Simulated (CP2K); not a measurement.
Sn under changes of volume

One of the cells (27.205 Å³/atom); the others are scaled copies at fixed shape and fractional positions:

```
Sn
1.0
     3.28163    0.00000    0.00000
    -1.09388    3.09395    0.00000
    -1.09388   -1.54698    2.67944
Sn
1
Direct
  0.00000 0.00000 0.00000
```

This isn't the form of Sn at room conditions, which is tetragonal (white tin).

```yaml
Program: CP2K 2026.2
Functional: r2SCAN
Potentials_or_basis: POTENTIAL_UZH Sn GTH-SCAN-q4; TZVP-MOLOPT-SCAN-GTH basis
Density_cutoff: 9184 eV
k_mesh: 10 × 10 × 10
Occupations: fermi-dirac, width 0.0259 eV
Spin: no spin polarisation
```

```tsv
volume (Å³/atom)	energy over the lowest point (meV/atom)	pressure (GPa)
25.573	0.00	-1.9
26.117	8.21	-2.8
26.661	19.03	-3.5
27.205	32.04	-4.2
27.749	47.08	-4.8
28.293	64.17	-5.3
28.837	?	?
```

Task: What does the run at 28.837 Å³/atom give?

Result: Energy over the lowest point 82.87 meV/atom; pressure -5.7 GPa.

Worked out: A Birch-Murnaghan fit of order 3 (a polynomial in V^(-2/3)) to the other rows has no minimum within the range. It gives 82.95 meV/atom at 28.837 Å³/atom, against the run's 82.87, and -dE/dV = -5.8 GPa, against -5.7.

Energies are extrapolated to zero smearing.

Caveats: the basis of atomic orbitals isn't converged, which shifts pressures, moduli and gaps.
